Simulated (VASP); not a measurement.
# MoS2 (P-3m1) in VASP: single point with LDA

Aim: the single point of MoS2 with LDA.

Program: VASP 6.6.1. These are calculated values, not measurements. Logs are shortened: lines on timing, memory, paths and dates and some standing lists are left out, and cuts for length are marked.

## (1) Starting point

It takes space group P-3m1 (No. 164, trigonal). The conventional cell has a = 3.227 Å, b = 3.227 Å, c = 6.312 Å, α = 90.00°, β = 90.00°, γ = 120.00°. Around Mo (site symmetry -3m) lie 6 S at 2.42 Å. Around S (site symmetry 3m) lie 3 Mo at 2.42 Å.

Measurements of this composition are mostly on another form, of space group No. 194.

## (2) Single point, LDA

Input file INCAR:

```
SYSTEM = MoS2
  ALGO = Fast
  EDIFF = 1E-6
  ENCUT = 520
  GGA = CA
  ISIF = 2
  ISMEAR = -1
  ISYM = 0
  LASPH = .TRUE.
  LCHARG = .FALSE.
  LREAL = .FALSE.
  LWAVE = .FALSE.
  NBANDS = 20
  NELM = 100
  PREC = Accurate
  SIGMA = 0.1
```

Input file KPOINTS:

```
Automatic mesh
0
Gamma
  8 8 4
  0.5 0.5 0.5
```

Input file POSCAR:

```
MoS2
1.0
    3.2274645600      0.0000000000      0.0000000000
   -1.6137322800      2.7950663000      0.0000000000
    0.0000000000      0.0000000000      6.3124734200
Mo S
1 2
Direct
    0.0000000000      0.0000000000      0.5000000000
    0.3333333333      0.6666666667      0.2553193200
    0.6666666667      0.3333333333      0.7446806800
```

Potentials or basis: VASP PAW LDA potentials, release 64 (Mo_sv, S).

Run with:

```console
cat potpaw_LDA.64/Mo_sv/POTCAR potpaw_LDA.64/S/POTCAR > POTCAR
mpirun -np 1 vasp_std > vasp.out
```

OUTCAR:

```text
SYSTEM = MoS2
   EDIFF = 1E-6
   ENCUT = 520
   GGA = CA
   ISIF = 2
   ISMEAR = -1
   ISYM = 0
   LASPH = .TRUE.
   LREAL = .FALSE.
   NELM = 100
   PREC = Accurate

 ion  position               nearest neighbor table
   1  0.000  0.000  0.500-   2 2.42   3 2.42   3 2.42   2 2.42   3 2.42   2 2.42
   2  0.333  0.667  0.255-   1 2.42   1 2.42   1 2.42
   3  0.667  0.333  0.745-   1 2.42   1 2.42   1 2.42

IMPORTANT INFORMATION: All symmetrisations will be switched off!
NOSYMM: (Re-)initialisation of all symmetry stuff for point group C_1.

----------------------------------------------------------------------------------------

                                     Primitive cell

  volume of cell :      56.9447

  direct lattice vectors                    reciprocal lattice vectors
     3.227464560  0.000000000  0.000000000     0.309840738  0.178886633  0.000000000
    -1.613732280  2.795066300  0.000000000     0.000000000  0.357773266  0.000000000
     0.000000000  0.000000000  6.312473420     0.000000000  0.000000000  0.158416509

  length of vectors
     3.227464560  3.227464561  6.312473420     0.357773267  0.357773266  0.158416509

  position of ions in fractional coordinates (direct lattice)
     0.000000000  0.000000000  0.500000000
     0.333333333  0.666666667  0.255319320
     0.666666667  0.333333333  0.744680680

  ion indices of the primitive-cell ions
   primitive index   ion index
                 1           1
                 2           2
                 3           3

----------------------------------------------------------------------------------------

 KPOINTS: Automatic mesh

Automatic generation of k-mesh.
 Grid dimensions read from file:
 generate k-points for:    8    8    4

 Generating k-lattice:

  Cartesian coordinates                     Fractional coordinates (reciprocal lattice)
     0.038730092  0.022360829  0.000000000     0.125000000  0.000000000  0.000000000
     0.000000000  0.044721658  0.000000000     0.000000000  0.125000000  0.000000000
     0.000000000  0.000000000  0.039604127     0.000000000  0.000000000  0.250000000

  Length of vectors
     0.044721658  0.044721658  0.039604127

  Shift w.r.t. Gamma in fractional coordinates (k-lattice)
     0.500000000  0.500000000  0.500000000

 Subroutine IBZKPT returns following result:
 ===========================================
[... 39 lines left out ...]
   PREC   = accura    normal or accurate (medium, high low for compatibility)
   ISTART =      0    job   : 0-new  1-cont  2-samecut
   ICHARG =      2    charge: 1-file 2-atom 10-const
   ISPIN  =      1    spin polarized calculation?
   LNONCOLLINEAR =      F non collinear calculations
   LSORBIT =      F    spin-orbit coupling
   LASPH  =      T    aspherical Exc in radial PAW
   ENCUT  =  520.0 eV  38.22 Ry    6.18 a.u.   6.00  6.00 11.74*2*pi/ulx,y,z
   NELM   =    100;   NELMIN=  2; NELMDL= -5     # of ELM steps
   EDIFF  = 0.1E-05   stopping-criterion for ELM
   LREAL  =      F    real-space projection
   EDIFFG = 0.1E-04   stopping-criterion for IOM
   NSW    =      0    number of steps for IOM
   IBRION =     -1    ionic relax: 0-MD 1-quasi-New 2-CG
   NFREE  =      0    steps in history (QN), initial steepest desc. (CG)
   ISIF   =      2    stress and relaxation
   ISYM   =      0    0-nonsym 1-usesym 2-fastsym
   POTIM  = 0.5000    time-step for ionic-motion
   TEBEG  =    0.0;   TEEND  =   0.0 temperature during run
   PSTRESS=    0.0 pullay stress
   NELECT =      26.0000    total number of electrons
   NUPDOWN=      -1.0000    fix difference up-down
   EMIN   =  10.00;   EMAX   =-10.00  energy-range for DOS
   EFERMI =   0.00;   METHOD = LEGACY
   ISMEAR =    -1;   SIGMA  =   0.10  broadening in eV -4-tet -1-fermi 0-gaus
   EFERMI_NEDOS =   21; number of points for ismear=-14 and -15
   IALGO  =     68    algorithm
   IMIX   =      4    mixing-type and parameters
     AMIX     =   0.40;   BMIX     =  1.00
     AMIX_MAG =   1.60;   BMIX_MAG =  1.00
  volume/ion in A,a.u.               =      18.98       128.09
  Fermi-wavevector in a.u.,A,eV,Ry     =   1.260612  2.382212 21.621610  1.589144
  Thomas-Fermi vector in A             =   2.394113
   LORBIT       =      0    0 simple, 1 ext, 2 COOP (PROOUT), +10 PAW based schemes
   GGA     = CA    functional components
   LHFCALC =     F    Hartree Fock is set to
   AEXX    =    0.0000 exact exchange contribution
   IVDW    =     0    specifies the selected vdW correction
   LEPSILON=     F    determine dielectric tensor
   LRPA    =     F    only Hartree local field effects (RPA)
 non-spin polarized calculation
 RMM-DIIS sequential band-by-band and
  energy-cutoff  :      520.00
  volume of cell :       56.94
 maximum number of plane-waves:      1556
   NGX = 13   NGY = 13   NGZ = 23

 number of electron      26.0000000 magnetization

 Free energy of the ion-electron system (eV)
  ---------------------------------------------------
  ext. energy  EPLUGINS =         0.00000000
  ---------------------------------------------------
  free energy    TOTEN  =       -23.56528019 eV

  energy without entropy =      -23.52249417  energy(sigma->0) =      -23.54388718

 E-fermi :   6.7422     XC(G=0): -10.7681

 val. band max:        6.7275163270   @ k =   0.0000  -0.0625   0.1250
 cond. band min:       6.7555712591   @ k =  -0.4375   0.1875   0.3750
 fundamental gap:      0.0280549321
 Fermi energy:         6.7422251748

 k-point     1 :       0.0625    0.0625    0.1250
  band No.  band energies     occupation
      1     -54.6671      2.00000
      2     -28.8983      2.00000
      3     -28.8948      2.00000
      4     -28.8700      2.00000
      5      -7.7977      2.00000
      6      -6.5301      2.00000
[... 541 lines left out ...]
     19      13.8323      0.00000
     20      14.6391      0.00000

 [... further k-points ...]
[... 5 lines left out ...]
  --------------------------------------------------------------------------------------
  -------------------------------------------------------------------------------------
  Total       -2.4154423     -2.4154295     -1.2735540      0.0000042      0.0000049     -0.0000034
  in kB      -67.9601136    -67.9597515    -35.8323079      0.0001191      0.0001393     -0.0000953
  external PRESSURE =     -57.2507243 kB  Pullay stress =       0.0000000 kB

 VOLUME and BASIS-vectors are now :
 -----------------------------------------------------------------------------
  energy-cutoff  :      520.00
  volume of cell :       56.94
      direct lattice vectors                 reciprocal lattice vectors
     3.227464560  0.000000000  0.000000000     0.309840738  0.178886633  0.000000000
    -1.613732280  2.795066300  0.000000000     0.000000000  0.357773266  0.000000000
     0.000000000  0.000000000  6.312473420     0.000000000  0.000000000  0.158416509

 POSITION                                       TOTAL-FORCE (eV/Angst)
 -----------------------------------------------------------------------------------
      0.00000      0.00000      3.15624        -0.000001      0.000001      0.000004
     -0.00000      1.86338      1.61170         0.000003      0.000003      0.141467
      1.61373      0.93169      4.70078        -0.000002     -0.000004     -0.141470
 -----------------------------------------------------------------------------------
    total drift:                               -0.000000      0.000001      0.000008

  FREE ENERGIE OF THE ION-ELECTRON SYSTEM (eV)
  ---------------------------------------------------
  free  energy   TOTEN  =       -23.5652801925 eV

  energy  without entropy=      -23.5224941693  energy(sigma->0) =      -23.54388718
```

OSZICAR:

```text
N       E                     dE             d eps       ncg     rms          rms(c)
DAV:   1     0.202780734181E+03    0.20278E+03   -0.14725E+04 16224   0.122E+03
DAV:   2    -0.165102286724E+02   -0.21929E+03   -0.21410E+03 17840   0.326E+02
DAV:   3    -0.251202672612E+02   -0.86100E+01   -0.84971E+01 18880   0.614E+01
DAV:   4    -0.252357372603E+02   -0.11547E+00   -0.11531E+00 18400   0.737E+00
DAV:   5    -0.252376600848E+02   -0.19228E-02   -0.19226E-02 19392   0.930E-01    0.230E+01
RMM:   6    -0.241036219226E+02    0.11340E+01   -0.59793E+00 16503   0.149E+01    0.881E+00
RMM:   7    -0.236738136245E+02    0.42981E+00   -0.93537E-01 15606   0.660E+00    0.647E+00
RMM:   8    -0.235675710662E+02    0.10624E+00   -0.42031E-01 16659   0.405E+00    0.116E+00
RMM:   9    -0.235647865974E+02    0.27845E-02   -0.52978E-02 18316   0.167E+00    0.260E-01
RMM:  10    -0.235651905478E+02   -0.40395E-03   -0.11221E-02 19288   0.659E-01    0.144E-01
RMM:  11    -0.235652310420E+02   -0.40494E-04   -0.16766E-03 18128   0.297E-01    0.805E-02
RMM:  12    -0.235652694835E+02   -0.38442E-04   -0.50033E-04 19257   0.132E-01    0.136E-02
RMM:  13    -0.235652772539E+02   -0.77704E-05   -0.98615E-05 19380   0.597E-02    0.126E-02
RMM:  14    -0.235652796729E+02   -0.24190E-05   -0.25739E-05 17097   0.284E-02    0.524E-03
RMM:  15    -0.235652801925E+02   -0.51955E-06   -0.53449E-06 14415   0.134E-02
   1 F= -.23565280E+02 E0= -.23543887E+02  d E =-.427860E-01
```

Run time: 6.3 min. Hardware: 1 thread of AMD EPYC 7R13 (Zen 3), shared host; peak memory 0.43 GiB.

What came out:

```yaml
Free_energy: -23.5653 eV
Pressure: -5.7 GPa
Largest_force: 0.141 eV/Å
Band_gap_on_the_k_mesh: none (metal or under the smearing width)
```

Forces in eV/Å, atoms in the order of the input:
```
Mo   0.000  0.000  0.000
S    0.000  0.000  0.141
S    0.000  0.000 -0.141
```

Stress tensor (GPa, compression positive):
```
-6.80  0.00  0.00
 0.00 -6.80  0.00
 0.00  0.00 -3.58
```
